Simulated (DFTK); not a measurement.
# C (Fd-3m) in DFTK: a series of runs

Aim: see how the results for C move with the level of theory and the settings. Levels: LDA, PBEsol, r2SCAN, BJ06. Tasks: band structure.

Everything below comes from runs of DFTK 0.8.2. Logs are shortened: lines on timing, memory, paths and dates and some standing lists are left out, and cuts for length are marked.

### Step 1. Starting point

Symmetry: Fd-3m, No. 227, cubic system. Conventional cell: a = 3.567 Å, b = 3.567 Å, c = 3.567 Å, α = 90.00°, β = 90.00°, γ = 90.00°. C (site symmetry -43m) is surrounded by 4 C at 1.54 Å.

This isn't the form of C at room conditions, which is graphite.

### Step 2. Band structure, LDA

The input, run.jl:

```julia
using DFTK
using PseudoPotentialData
using Unitful, UnitfulAtomic
using LinearAlgebra, Printf
include("save.jl")
disable_threading()

# lattice vectors are the columns
lattice = austrip(1u"Å") * [           0.0        1.78337        1.78337;
                  1.78337            0.0        1.78337;
                  1.78337        1.78337            0.0]
symbols   = [:C, :C]
positions = [[0.75, 0.75, 0.75],
             [0.5, 0.5, 0.5]]
pseudopotentials = Dict(:C => "C.upf")
elements = Dict(s => ElementPsp(s, pseudopotentials; rcut=10.0) for s in unique(symbols))
atoms    = [elements[s] for s in symbols]

build_model(lattice, positions; symmetries=true) =
    model_DFT(lattice, atoms, positions;
              functionals=LDA(),
              temperature=austrip(0.05u"eV"),
              smearing=Smearing.FermiDirac(),
              symmetries)
Ecut  = 45.0  # hartree
kgrid = [13, 13, 13]
tol   = 1e-6
to_GPa = ustrip(uconvert(u"GPa", 1u"hartree/bohr^3"))

model = build_model(lattice, positions)
basis = PlaneWaveBasis(model; Ecut, kgrid)
display(basis)
scfres = self_consistent_field(basis;
                               tol,
                               nbandsalg=AdaptiveBands(model; n_bands_converge=9))
display(scfres.energies)
@printf "Fermi level: %.6f eV\n" ustrip(auconvert(u"eV", something(scfres.εF, NaN)))
forces = compute_forces_cart(scfres)
println("Forces (eV/Å)")
for (s, f) in zip(symbols, forces)
    @printf "%-3s %12.6f %12.6f %12.6f\n" s ustrip.(auconvert.(u"eV/Å", f))...
end
stress = compute_stresses_cart(scfres)
println("Stress (GPa)")
display(round.(stress * to_GPa; digits=4))
println("Levels at the first k-point (eV): ", round.(ustrip.(auconvert.(u"eV", scfres.eigenvalues[1][1:scfres.n_bands_converge])); digits=4))
save_scf!(scfres; forces, stress)

points = Dict("G" => [0.0, 0.0, 0.0], "K" => [0.375, 0.375, 0.75], "L" => [0.5, 0.5, 0.5], "U" => [0.625, 0.25, 0.625], "W" => [0.5, 0.25, 0.75], "X" => [0.5, 0.0, 0.5])
segments = [("G", "X", 7), ("X", "W", 4), ("W", "K", 3), ("K", "G", 7), ("G", "L", 6), ("L", "U", 4), ("U", "W", 3), ("W", "L", 5), ("L", "K", 4), ("U", "X", 3)]
kcoords = vcat([[points[a] + t * (points[b] - points[a]) for t in range(0, 1, n)] for (a, b, n) in segments]...)
bands = compute_bands(scfres, ExplicitKpoints(kcoords); n_bands=11, tol=1e-5)
for (k, ε) in zip(bands.basis.kpoints, bands.eigenvalues)
    @printf "%d %8.4f %8.4f %8.4f " k.spin k.coordinate...
    println(join([@sprintf("%9.4f", e) for e in ustrip.(auconvert.(u"eV", ε .- scfres.εF))]))
end
results["band_energies"] = rows(bands.eigenvalues); results["band_kpoints"] = rows(kcoords)
```

Potentials or basis: SG15 1.2 (PBE).

Command:

```
> julia --threads=1 run.jl  # save.jl only writes the numbers to a file and isn't shown; printed stress counts tension as positive; times include loading and compiling
```

The log of the run:

```text
PlaneWaveBasis discretization:

    Ecut                 : 45.0 Ha
    fft_size             : (32, 32, 32), 32768 total points
    kgrid                : MonkhorstPack([13, 13, 13])
    num.   red. kpoints  : 2197
    num. irred. kpoints  : 84

    Discretized Model(lda_x+lda_c_pw, 3D):
        lattice (in Bohr)    : [0         , 3.37008   , 3.37008   ]
                               [3.37008   , 0         , 3.37008   ]
                               [3.37008   , 3.37008   , 0         ]
        unit cell volume     : 76.551 Bohr³

        atoms                : C₂
        atom potentials      : ElementPsp(:C, "C.upf")
                               ElementPsp(:C, "C.upf")

        num. electrons       : 8
        spin polarization    : none
        temperature          : 0.0018375 Ha
        smearing             : DFTK.Smearing.FermiDirac()

        terms                : Kinetic()
                               AtomicLocal()
                               AtomicNonlocal()
                               Ewald(nothing)
                               PspCorrection()
                               Hartree()
                               Xc(lda_x, lda_c_pw)
                               Entropy()
n     Energy            log10(ΔE)   log10(Δρ)   Diag   Δtime
---   ---------------   ---------   ---------   ----   ------
  1   -11.36597260728                   -0.75    3.7    7.56s
  2   -11.37324244836       -2.14       -1.74    1.6    6.27s
  3   -11.37336740450       -3.90       -2.33    2.5    3.80s
  4   -11.37337114829       -5.43       -3.49    1.6    5.32s
  5   -11.37337134063       -6.72       -4.23    2.9    4.45s
  6   -11.37337134124       -9.21       -5.00    2.1    5.29s
  7   -11.37337134128      -10.33       -6.36    2.1    5.75s
Energy breakdown (in Ha):
    Kinetic             8.3847645
    AtomicLocal         -5.1151488
    AtomicNonlocal      0.2537472
    Ewald               -12.7873443
    PspCorrection       0.4749859
    Hartree             0.9442375
    Xc                  -3.5286133
    Entropy             0.0000000

    total               -11.373371341283
Fermi level: 13.710284 eV
Forces (eV/Å)
C       0.000000    -0.000000    -0.000000
C      -0.000000     0.000000     0.000000
Stress (GPa)
3×3 StaticArraysCore.SMatrix{3, 3, Float64, 9} with indices SOneTo(3)×SOneTo(3):
 2.9076  0.0     0.0
 0.0     2.9076  0.0
 0.0     0.0     2.9076
Levels at the first k-point (eV): [-9.8452, 11.7351, 11.7351, 11.7351, 17.2663, 17.2663, 17.2663, 25.0158, 30.513]
1   0.0000   0.0000   0.0000  -23.5555  -1.9752  -1.9752  -1.9752   3.5560   3.5560   3.5560  11.3056  16.8027  24.5398  24.5398
1   0.0833   0.0000   0.0833  -23.2980  -2.8991  -2.8991  -2.5875   3.3461   4.6969   4.6969  11.4107  17.2585  20.1843  24.8650
1   0.1667   0.0000   0.1667  -22.5289  -4.5760  -4.5760  -4.2089   2.8495   7.0075   7.0075  10.5705  17.6730  18.4169  25.8403
1   0.2500   0.0000   0.2500  -21.2596  -6.4862  -6.1369  -6.1369   2.3282   8.0326   9.5689   9.5689  17.9941  19.7899  27.4654
1   0.3333   0.0000   0.3333  -19.5133  -9.1610  -7.3332  -7.3332   2.0053   5.5042  12.0219  12.0219  19.1556  20.8471  29.7397
1   0.4167   0.0000   0.4167  -17.3319 -12.0039  -8.0755  -8.0755   2.0383   3.6705  13.9789  13.9789  20.2374  21.2514  30.9749
[... 38 lines left out ...]
1   0.5625   0.1250   0.5625  -14.6943 -14.5286  -9.6311  -8.0845   2.7891   4.4895  14.0911  14.4241  19.4337  21.3535  27.4117
1   0.5000   0.0000   0.5000  -14.7883 -14.7883  -8.3265  -8.3265   2.5527   2.5527  14.7821  14.7821  20.9913  20.9913  30.0951
```

Run time: 2.1 min. Hardware: 1 thread of Intel Xeon at 2.50GHz (Skylake/Cascade Lake), shared host; peak memory 1.6 GiB.

Results:

```
Free energy             : -309.4852 eV
Pressure                : -2.9 GPa
Band gap on the k mesh  : 3.95 eV, indirect (least direct gap 5.53 eV)
Band gap along the path : 3.98 eV, indirect (least direct gap 5.53 eV)
```

Levels at the corners of the path, in eV from the valence-band top:
| point | band 1 | band 2 | band 3 | band 4 | band 5 | band 6 | band 7 | band 8 | band 9 |
| --- | --- | --- | --- | --- | --- | --- | --- | --- | --- |
| Γ | -21.58 | 0.00 | 0.00 | 0.00 | 5.53 | 5.53 | 5.53 | 13.28 | 18.78 |
| X | -12.81 | -12.81 | -6.35 | -6.35 | 4.53 | 4.53 | 16.76 | 16.76 | 22.97 |
| W | -11.99 | -11.99 | -8.45 | -8.45 | 10.40 | 10.40 | 12.27 | 12.27 | 21.11 |
| K | -12.99 | -11.78 | -9.46 | -5.41 | 5.46 | 10.58 | 14.32 | 15.56 | 18.45 |
| Γ | -21.58 | 0.00 | 0.00 | 0.00 | 5.53 | 5.53 | 5.53 | 13.28 | 18.78 |
| L | -15.73 | -13.51 | -2.81 | -2.81 | 8.37 | 8.37 | 8.78 | 15.39 | 21.51 |
| U | -12.99 | -11.78 | -9.46 | -5.41 | 5.46 | 10.58 | 14.32 | 15.56 | 18.45 |
| W | -11.99 | -11.99 | -8.45 | -8.45 | 10.40 | 10.40 | 12.27 | 12.27 | 21.11 |
| L | -15.73 | -13.51 | -2.81 | -2.81 | 8.37 | 8.37 | 8.78 | 15.39 | 21.51 |
| K | -12.99 | -11.78 | -9.46 | -5.41 | 5.46 | 10.58 | 14.32 | 15.56 | 18.45 |
| U | -12.99 | -11.78 | -9.46 | -5.41 | 5.46 | 10.58 | 14.32 | 15.56 | 18.45 |
| X | -12.81 | -12.81 | -6.35 | -6.35 | 4.53 | 4.53 | 16.76 | 16.76 | 22.97 |

Caveat: the potentials were made for another functional, which shifts forces and pressure. As with any semilocal functional, this LDA gap is likely too small.

### Step 3. Band structure, PBEsol

Edit run.jl of step 2 so:

```diff
@@ -20,3 +20,3 @@
     model_DFT(lattice, atoms, positions;
-              functionals=LDA(),
+              functionals=PBEsol(),
               temperature=austrip(0.05u"eV"),
```

Potentials or basis: SG15 1.2 (PBE).

Command:

```
> julia --threads=1 run.jl  # save.jl only writes the numbers to a file and isn't shown; printed stress counts tension as positive; times include loading and compiling
```

Wall time 1.9 min (1 thread of Intel Xeon at 2.50GHz (Skylake/Cascade Lake), shared host); peak memory 1.5 GiB.

Results (log left out):

```
Free energy             : -309.4311 eV
Pressure                : -2.7 GPa
Band gap on the k mesh  : 4.00 eV, indirect (least direct gap 5.54 eV)
Band gap along the path : 4.03 eV, indirect (least direct gap 5.54 eV)
```

Levels at the corners of the path, in eV from the valence-band top:
```
point  band 2  band 3  band 4  band 5  band 6  band 7
    Γ    0.00    0.00    0.00    5.54    5.54    5.54
    X  -12.80   -6.34   -6.34    4.59    4.59   16.75
    W  -11.98   -8.42   -8.42   10.46   10.46   12.28
    K  -11.76   -9.43   -5.40    5.52   10.62   14.31
    Γ    0.00    0.00    0.00    5.54    5.54    5.54
    L  -13.48   -2.81   -2.81    8.38    8.38    8.81
    U  -11.76   -9.43   -5.40    5.52   10.62   14.31
    W  -11.98   -8.42   -8.42   10.46   10.46   12.28
    L  -13.48   -2.81   -2.81    8.38    8.38    8.81
    K  -11.76   -9.43   -5.40    5.52   10.62   14.31
    U  -11.76   -9.43   -5.40    5.52   10.62   14.31
    X  -12.80   -6.34   -6.34    4.59    4.59   16.75
```

Caveat: the potentials were made for another functional, which shifts forces and pressure. A hybrid or GW would open this gap; PBEsol tends to underestimate it.

(Continued in part 2 of 2.)
